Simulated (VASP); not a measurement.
# Fe (Pm-3m) in VASP: a series of runs

Runs on Fe. Level: LDA. Tasks: single point, relaxation of cell and atoms.

Program: VASP 6.6.1. These are calculated values, not measurements. Logs are shortened: lines on timing, memory, paths and dates and some standing lists are left out, and cuts for length are marked.

**1. Starting point**

The structure is cubic, space group Pm-3m (No. 221). The conventional cell has a = 2.213 Å, b = 2.213 Å, c = 2.213 Å, α = 90.00°, β = 90.00°, γ = 90.00°. Around Fe (site symmetry m-3m) lie 6 Fe at 2.21 Å.

This isn't the form of Fe at room conditions, which is bcc.

**2. Single point, LDA**

INCAR

```
SYSTEM = Fe
  ALGO = Normal
  EDIFF = 1E-6
  ENCUT = 520
  ISIF = 2
  ISMEAR = -1
  LASPH = .True.
  LCHARG = .True.
  LELF = .True.
  LREAL = .False.
  LVHAR = .True.
  LWAVE = .False.
  NBANDS = 10
  NELM = 60
  PREC = Accurate
  SIGMA = 0.1
```

KPOINTS

```
k-points
0
Gamma
  23 23 23
  0 0 0
```

POSCAR

```
Fe
1.0
    2.2130377553      0.0000000000      0.0000000000
    0.0000000000      2.2130377553      0.0000000000
    0.0000000000      0.0000000000      2.2130377553
Fe
1
Direct
    0.0000000000      0.0000000000      0.0000000000
```

Potentials or basis: VASP PAW LDA potentials, release 64 (Fe).

Started as:

```bash
cat potpaw_LDA.64/Fe/POTCAR > POTCAR
mpirun -np 1 vasp_std > vasp.out
```

OUTCAR:

```text
SYSTEM = Fe
   EDIFF = 1E-6
   ENCUT = 520
   ISIF = 2
   ISMEAR = -1
   LASPH = .True.
   LREAL = .False.
   NELM = 60
   PREC = Accurate

 ion  position               nearest neighbor table
   1  0.000  0.000  0.000-

  LATTYP: Found a simple cubic cell.
 ALAT       =     2.2130377553

  Lattice vectors:

 A1 = (   2.2130377553,   0.0000000000,   0.0000000000)
 A2 = (   0.0000000000,   2.2130377553,   0.0000000000)
 A3 = (   0.0000000000,   0.0000000000,   2.2130377553)

Analysis of symmetry for initial positions (statically):
=====================================================================
 Subroutine PRICEL returns:
 Original cell was already a primitive cell.

 Routine SETGRP: Setting up the symmetry group for a
 simple cubic supercell.

 Subroutine GETGRP returns: Found 48 space group operations
 (whereof 48 operations were pure point group operations)
 out of a pool of 48 trial point group operations.

The static configuration has the point symmetry O_h .

Analysis of symmetry for dynamics (positions and initial velocities):
=====================================================================
 Subroutine PRICEL returns:
 Original cell was already a primitive cell.

 Routine SETGRP: Setting up the symmetry group for a
 simple cubic supercell.

 Subroutine GETGRP returns: Found 48 space group operations
 (whereof 48 operations were pure point group operations)
 out of a pool of 48 trial point group operations.

The dynamic configuration has the point symmetry O_h .

 Subroutine INISYM returns: Found 48 space group operations
 (whereof 48 operations are pure point group operations),
 and found     1 'primitive' translations

----------------------------------------------------------------------------------------

                                     Primitive cell

  volume of cell :      10.8384

  direct lattice vectors                    reciprocal lattice vectors
     2.213037755  0.000000000  0.000000000     0.451867573  0.000000000  0.000000000
     0.000000000  2.213037755  0.000000000     0.000000000  0.451867573  0.000000000
     0.000000000  0.000000000  2.213037755     0.000000000  0.000000000  0.451867573

  length of vectors
     2.213037755  2.213037755  2.213037755     0.451867573  0.451867573  0.451867573

  position of ions in fractional coordinates (direct lattice)
     0.000000000  0.000000000  0.000000000

  ion indices of the primitive-cell ions
   primitive index   ion index
                 1           1

----------------------------------------------------------------------------------------

 KPOINTS: k-points

Automatic generation of k-mesh.
 Grid dimensions read from file:
 generate k-points for:   23   23   23

 Generating k-lattice:

  Cartesian coordinates                     Fractional coordinates (reciprocal lattice)
     0.019646416  0.000000000  0.000000000     0.043478261  0.000000000  0.000000000
     0.000000000  0.019646416  0.000000000     0.000000000  0.043478261  0.000000000
     0.000000000  0.000000000  0.019646416     0.000000000  0.000000000  0.043478261

  Length of vectors
     0.019646416  0.019646416  0.019646416

  Shift w.r.t. Gamma in fractional coordinates (k-lattice)
     0.000000000  0.000000000  0.000000000

 Subroutine IBZKPT returns following result:
 ===========================================

 Found    364 irreducible k-points:

 Following reciprocal coordinates:
            Coordinates               Weight
  0.000000  0.000000  0.000000      1.000000
  0.043478  0.000000  0.000000      6.000000
  0.086957  0.000000  0.000000      6.000000
  0.130435  0.000000  0.000000      6.000000
  0.173913  0.000000  0.000000      6.000000
  0.217391  0.000000  0.000000      6.000000
[... 16 lines left out ...]
  0.478261  0.043478  0.000000     24.000000
  0.086957  0.086957  0.000000     12.000000
 [... further k-points ...]
   k-points           NKPTS =    364   k-points in BZ     NKDIM =    364   number of bands    NBANDS=     10
   number of dos      NEDOS =    301   number of ions     NIONS =      1
   total plane-waves  NPLWV =   4096
   dimension x,y,z NGX =    16 NGY =   16 NGZ =   16
   dimension x,y,z NGXF=    32 NGYF=   32 NGZF=   32
   ions per type =               1
   NGX,Y,Z   is equivalent  to a cutoff of  12.02, 12.02, 12.02 a.u.
   NGXF,Y,Z  is equivalent  to a cutoff of  24.04, 24.04, 24.04 a.u.
 SYSTEM =  Fe
   PREC   = accura    normal or accurate (medium, high low for compatibility)
   ISTART =      0    job   : 0-new  1-cont  2-samecut
   ICHARG =      2    charge: 1-file 2-atom 10-const
   ISPIN  =      1    spin polarized calculation?
   LNONCOLLINEAR =      F non collinear calculations
   LSORBIT =      F    spin-orbit coupling
   LASPH  =      T    aspherical Exc in radial PAW
   ENCUT  =  520.0 eV  38.22 Ry    6.18 a.u.   4.11  4.11  4.11*2*pi/ulx,y,z
   NELM   =     60;   NELMIN=  2; NELMDL= -5     # of ELM steps
   EDIFF  = 0.1E-05   stopping-criterion for ELM
   LREAL  =      F    real-space projection
   EDIFFG = 0.1E-04   stopping-criterion for IOM
   NSW    =      0    number of steps for IOM
   IBRION =     -1    ionic relax: 0-MD 1-quasi-New 2-CG
   NFREE  =      0    steps in history (QN), initial steepest desc. (CG)
   ISIF   =      2    stress and relaxation
   ISYM   =      2    0-nonsym 1-usesym 2-fastsym
   POTIM  = 0.5000    time-step for ionic-motion
   TEBEG  =    0.0;   TEEND  =   0.0 temperature during run
   PSTRESS=    0.0 pullay stress
   NELECT =       8.0000    total number of electrons
   NUPDOWN=      -1.0000    fix difference up-down
   EMIN   =  10.00;   EMAX   =-10.00  energy-range for DOS
   EFERMI =   0.00;   METHOD = LEGACY
   ISMEAR =    -1;   SIGMA  =   0.10  broadening in eV -4-tet -1-fermi 0-gaus
   EFERMI_NEDOS =   21; number of points for ismear=-14 and -15
   IALGO  =     38    algorithm
   IMIX   =      4    mixing-type and parameters
     AMIX     =   0.40;   BMIX     =  1.00
     AMIX_MAG =   1.60;   BMIX_MAG =  1.00
  volume/ion in A,a.u.               =      10.84        73.14
  Fermi-wavevector in a.u.,A,eV,Ry     =   1.479504  2.795856 29.782210  2.188931
  Thomas-Fermi vector in A             =   2.593653
   LORBIT       =      0    0 simple, 1 ext, 2 COOP (PROOUT), +10 PAW based schemes
   GGA     = CA    functional components
   LHFCALC =     F    Hartree Fock is set to
   AEXX    =    0.0000 exact exchange contribution
   IVDW    =     0    specifies the selected vdW correction
   LEPSILON=     F    determine dielectric tensor
   LRPA    =     F    only Hartree local field effects (RPA)
 non-spin polarized calculation
  energy-cutoff  :      520.00
  volume of cell :       10.84
 maximum number of plane-waves:       301
   NGX =  9   NGY =  9   NGZ =  9

 number of electron       7.9999985 magnetization

 Free energy of the ion-electron system (eV)
  ---------------------------------------------------
  ext. energy  EPLUGINS =         0.00000000
  ---------------------------------------------------
  free energy    TOTEN  =        -8.38432534 eV

  energy without entropy =       -8.31591446  energy(sigma->0) =       -8.35011990

 E-fermi :   6.4199     XC(G=0): -13.5919

 val. band max:        6.4186864551   @ k =   0.3478   0.2609   0.1304
 cond. band min:       6.4203295557   @ k =   0.4348   0.2174   0.2174
 fundamental gap:      0.0016431006
 Fermi energy:         6.4199498494

 k-point     1 :       0.0000    0.0000    0.0000
  band No.  band energies     occupation
      1      -2.2464      2.00000
      2       2.2166      2.00000
      3       2.2166      2.00000
      4       7.5023      0.00004
      5       7.5023      0.00004
      6       7.5023      0.00004
      7      28.0351      0.00000
      8      28.0351      0.00000
      9      28.0351      0.00000
     10      32.4072      0.00000

 k-point     2 :       0.0435    0.0000    0.0000
  band No.  band energies     occupation
      1      -2.1813      2.00000
      2       2.2291      2.00000
      3       2.2584      2.00000
      4       7.4649      0.00006
      5       7.4649      0.00006
      6       7.5052      0.00004
      7      27.2030      0.00000
      8      28.1281      0.00000
      9      28.1281      0.00000
     10      32.3913      0.00000

 k-point     3 :       0.0870    0.0000    0.0000
  band No.  band energies     occupation
      1      -1.9884      2.00000
      2       2.2657      2.00000
      3       2.3822      2.00000
      4       7.3565      0.00017
      5       7.3565      0.00017
      6       7.5138      0.00004
      7      25.5163      0.00000
      8      28.4037      0.00000
      9      28.4037      0.00000
     10      32.3444      0.00000

 k-point     4 :       0.1304    0.0000    0.0000
  band No.  band energies     occupation
      1      -1.6753      2.00000
      2       2.3242      2.00000
      3       2.5831      2.00000
      4       7.1882      0.00092
      5       7.1882      0.00092
      6       7.5275      0.00003
      7      23.6393      0.00000
      8      28.8517      0.00000
      9      28.8517      0.00000
     10      32.2663      0.00000

 k-point     5 :       0.1739    0.0000    0.0000
  band No.  band energies     occupation
      1      -1.2547      2.00000
      2       2.4007      2.00000
      3       2.8526      2.00000
      4       6.9761      0.00766
      5       6.9761      0.00765
      6       7.5452      0.00003
      7      21.7627      0.00000
      8      29.4575      0.00000
      9      29.4575      0.00000
     10      32.1583      0.00000

 k-point     6 :       0.2174    0.0000    0.0000
  band No.  band energies     occupation
      1      -0.7444      2.00000
      2       2.4901      2.00000
      3       3.1784      2.00000
      4       6.7389      0.07913
      5       6.7389      0.07913
      6       7.5656      0.00002
      7      19.9555      0.00000
      8      30.2043      0.00000
      9      30.2043      0.00000
     10      32.0230      0.00000
[... 183 lines left out ...]
 k-point    21 :       0.3913    0.0435    0.0000
  band No.  band energies     occupation
      1       1.6435      2.00000
      2       2.8804      2.00000
      3       4.5453      2.00000
      4       5.9026      1.98874
      5       6.0304      1.96015
      6       7.6118      0.00001
      7      14.1753      0.00000
      8      30.9019      0.00000
      9      33.6293      0.00000
     10      34.3534      0.00000

 k-point    22 :       0.4348    0.0435    0.0000
  band No.  band energies     occupation
      1       2.0668      2.00000
      2       2.9343      2.00000
      3       4.6960      2.00000
      4       5.7882      1.99640
      5       6.0589      1.94735
      6       7.6235      0.00001
      7      13.3001      0.00000
      8      30.9723      0.00000
      9      34.2307      0.00000
     10      35.5615      0.00000

 k-point    23 :       0.4783    0.0435    0.0000
  band No.  band energies     occupation
      1       2.3016      2.00000
      2       2.9629      2.00000
      3       4.7473      2.00000
      4       5.7294      1.99800
      5       6.1191      1.90595
      6       7.6296      0.00001
      7      12.8216      0.00000
      8      30.9874      0.00000
      9      34.6552      0.00000
     10      36.2148      0.00000

 k-point    24 :       0.0870    0.0870    0.0000
  band No.  band energies     occupation
      1      -1.7335      2.00000
      2       2.3719      2.00000
      3       2.4919      2.00000
      4       7.2074      0.00076
      5       7.3437      0.00019
      6       7.3956      0.00012
      7      25.5335      0.00000
      8      26.0932      0.00000
      9      28.7677      0.00000
     10      33.0869      0.00000

 [... further k-points ...]

------------------------ aborting loop because EDIFF is reached ----------------------------------------

  FORCE on cell =-STRESS in cart. coord.  units (eV):
  Direction    XX          YY          ZZ          XY          YZ          ZX
  --------------------------------------------------------------------------------------
  -------------------------------------------------------------------------------------
  Total       -0.0571320     -0.0571320     -0.0571320      0.0000000     -0.0000000     -0.0000000
  in kB       -8.4454705     -8.4454705     -8.4454705      0.0000000     -0.0000000     -0.0000000
  external PRESSURE =      -8.4454705 kB  Pullay stress =       0.0000000 kB

 VOLUME and BASIS-vectors are now :
 -----------------------------------------------------------------------------
  energy-cutoff  :      520.00
  volume of cell :       10.84
      direct lattice vectors                 reciprocal lattice vectors
     2.213037755  0.000000000  0.000000000     0.451867573  0.000000000  0.000000000
     0.000000000  2.213037755  0.000000000     0.000000000  0.451867573  0.000000000
     0.000000000  0.000000000  2.213037755     0.000000000  0.000000000  0.451867573

 POSITION                                       TOTAL-FORCE (eV/Angst)
 -----------------------------------------------------------------------------------
      0.00000      0.00000      0.00000         0.000000      0.000000      0.000000
 -----------------------------------------------------------------------------------
    total drift:                               -0.000000      0.000000      0.000000

  FREE ENERGIE OF THE ION-ELECTRON SYSTEM (eV)
  ---------------------------------------------------
  free  energy   TOTEN  =        -8.3843253395 eV

  energy  without entropy=       -8.3159144632  energy(sigma->0) =       -8.35011990
```

Wall time 9.9 s (1 thread of AMD EPYC 9R45 (Zen 5), shared host); peak memory 0.11 GiB.

What came out:

- Free energy: -8.3843 eV
- Pressure: -0.8 GPa
- Band gap on the k mesh: none (metal or under the smearing width)

Levels at points of the mesh, in eV from the Fermi level:
| k point | band 1 | band 2 | band 3 | band 4 | band 5 | band 6 | band 7 | band 8 | band 9 |
| --- | --- | --- | --- | --- | --- | --- | --- | --- | --- |
| (0.00, 0.00, 0.00) | -8.67 | -4.20 | -4.20 | 1.08 | 1.08 | 1.08 | 21.62 | 21.62 | 21.62 |

Caveat: the run has no spin polarisation, though such a crystal can be magnetic. Spin polarisation is off, so any magnetic state and its effect on volume and gap are missing.

**3. Single point, LDA**

This run uses another cell than the first one, of 11.71 Å³/atom, 1.080 times its volume.

INCAR

```
SYSTEM = Fe
ALGO     = Normal         ! electronic algorithm
EDIFF    = 1E-6           ! SCF threshold, eV
ENCUT    = 520            ! plane-wave cutoff, eV
ISIF     = 2              ! what is computed and relaxed
ISMEAR   = -1             ! smearing method
LASPH    = .TRUE.         ! aspherical terms in the spheres
LCHARG   = .FALSE.        ! write CHGCAR
LREAL    = .FALSE.        ! projectors in reciprocal space
LWAVE    = .FALSE.        ! write WAVECAR
NBANDS   = 10             ! bands
NELM     = 80             ! most SCF steps
PREC     = Accurate       ! precision mode
SIGMA    = 0.1            ! smearing width, eV
```

KPOINTS

```
k-points
0
G
  16 16 16
  0 0 0
```

POSCAR

```
Fe
1.0
    2.2705447984      0.0000000000      0.0000000000
    0.0000000000      2.2705447984      0.0000000000
    0.0000000000      0.0000000000      2.2705447984
Fe
1
Direct
    0.0000000000      0.0000000000      0.0000000000
```

Potentials or basis: VASP PAW LDA potentials, release 64 (Fe).

Started as:

```bash
cat potpaw_LDA.64/Fe/POTCAR > POTCAR
mpirun -np 1 vasp_std > vasp.out
```

It took 6.7 s on 1 thread of AMD EPYC 9R45 (Zen 5), shared host; peak memory 0.1 GiB.

Results (log left out):

```yaml
Free_energy: -8.3330 eV
Pressure: -16.9 GPa
Band_gap_on_the_k_mesh: none (metal or under the smearing width)
```

Levels at points of the mesh, in eV from the Fermi level:
| k point | band 1 | band 2 | band 3 | band 4 | band 5 | band 6 | band 7 | band 8 | band 9 |
| --- | --- | --- | --- | --- | --- | --- | --- | --- | --- |
| (0.00, 0.00, 0.00) | -8.20 | -3.77 | -3.77 | 0.97 | 0.97 | 0.97 | 20.61 | 20.61 | 20.61 |
| (0.50, 0.00, 0.00) | -3.87 | -3.14 | -1.11 | -0.62 | -0.62 | 1.11 | 5.76 | 24.10 | 27.69 |
| (0.50, 0.50, 0.00) | -4.81 | -2.56 | -0.29 | -0.29 | 2.08 | 5.83 | 5.83 | 12.50 | 14.40 |
| (0.50, 0.50, 0.50) | -3.45 | -3.45 | -3.45 | 2.16 | 2.16 | 13.09 | 13.48 | 13.48 | 13.48 |

Caveat: so large a pressure means that the cell lies far from this level's equilibrium, or that cutoff or potentials fall short; the run has no spin polarisation, though such a crystal can be magnetic. Spin polarisation is off, so any magnetic state and its effect on volume and gap are missing.

**4. Single point, LDA**

This run uses another cell than the first one, of 11.27 Å³/atom, 1.040 times its volume.

INCAR

```
SYSTEM = Fe
  PREC = Accurate
  ENCUT = 520
  EDIFF = 1E-6
  ISMEAR = -1
  SIGMA = 0.1
  LREAL = .FALSE.
  LASPH = .TRUE.
  NELM = 80
  ALGO = Normal
  ISIF = 2
  LWAVE = .FALSE.
  LCHARG = .FALSE.
  NBANDS = 10
```

KPOINTS

```
regular mesh
0
G
  16 16 16
  0 0 0
```

POSCAR

```
Fe
1.0
    2.2421600128      0.0000000000      0.0000000000
    0.0000000000      2.2421600128      0.0000000000
    0.0000000000      0.0000000000      2.2421600128
Fe
1
Direct
    0.0000000000      0.0000000000      0.0000000000
```

Started as:

```bash
cat potpaw_LDA.64/Fe/POTCAR > POTCAR
mpirun -np 1 vasp_std > vasp.out
```

Wall time 7.2 s (1 thread of AMD EPYC 9R45 (Zen 5), shared host); peak memory 0.09 GiB.

It converged, with:

```
Free energy            : -8.3695 eV
Pressure               : -9.8 GPa
Band gap on the k mesh : none (metal or under the smearing width)
```

Levels at points of the mesh, in eV from the Fermi level:
| k point | band 1 | band 2 | band 3 | band 4 | band 5 | band 6 | band 7 | band 8 | band 9 |
| --- | --- | --- | --- | --- | --- | --- | --- | --- | --- |
| (0.00, 0.00, 0.00) | -8.43 | -3.98 | -3.98 | 1.02 | 1.02 | 1.02 | 21.10 | 21.10 | 21.10 |
| (0.50, 0.00, 0.00) | -4.01 | -3.31 | -1.19 | -0.66 | -0.66 | 1.17 | 6.04 | 24.44 | 28.28 |
| (0.50, 0.50, 0.00) | -5.09 | -2.67 | -0.30 | -0.30 | 2.19 | 5.99 | 5.99 | 12.78 | 15.02 |
| (0.50, 0.50, 0.50) | -3.66 | -3.66 | -3.66 | 2.28 | 2.28 | 13.15 | 13.95 | 13.95 | 13.95 |

Caveat: the run has no spin polarisation, though such a crystal can be magnetic. Spin polarisation is off, so any magnetic state and its effect on volume and gap are missing.

**5. Single point, LDA**

INCAR

```
SYSTEM = Fe
PREC     = Accurate       ! precision mode
ENCUT    = 520            ! plane-wave cutoff, eV
EDIFF    = 1E-6           ! SCF threshold, eV
ISMEAR   = -1             ! smearing method
SIGMA    = 0.1            ! smearing width, eV
LREAL    = .False.        ! projectors in reciprocal space
LASPH    = .True.         ! aspherical terms in the spheres
NELM     = 100            ! most SCF steps
ALGO     = Normal         ! electronic algorithm
ISIF     = 2              ! what is computed and relaxed
LWAVE    = .False.        ! write WAVECAR
LCHARG   = .False.        ! write CHGCAR
NBANDS   = 10             ! bands
```

KPOINTS

```
Automatic mesh
0
Gamma
  13 13 13
  0 0 0
```

POSCAR

```
Fe
1.0
    2.2130377553      0.0000000000      0.0000000000
    0.0000000000      2.2130377553      0.0000000000
    0.0000000000      0.0000000000      2.2130377553
Fe
1
Direct
    0.0000000000      0.0000000000      0.0000000000
```

Started as:

```bash
cat potpaw_LDA.64/Fe/POTCAR > POTCAR
mpirun -np 1 vasp_std > vasp.out
```

Run time: 2.9 s. Hardware: 1 thread of AMD EPYC 9R45 (Zen 5), shared host; peak memory 0.08 GiB.

It converged, with:

```
Free energy            : -8.3825 eV
Pressure               : -0.8 GPa
Band gap on the k mesh : none (metal or under the smearing width)
```

Levels at points of the mesh, in eV from the Fermi level:
| k point | band 1 | band 2 | band 3 | band 4 | band 5 | band 6 | band 7 | band 8 | band 9 |
| --- | --- | --- | --- | --- | --- | --- | --- | --- | --- |
| (0.00, 0.00, 0.00) | -8.67 | -4.20 | -4.20 | 1.08 | 1.08 | 1.08 | 21.62 | 21.62 | 21.62 |

Caveat: the run has no spin polarisation, though such a crystal can be magnetic. Spin polarisation is off, so any magnetic state and its effect on volume and gap are missing.

(Continued in part 2 of 2.)
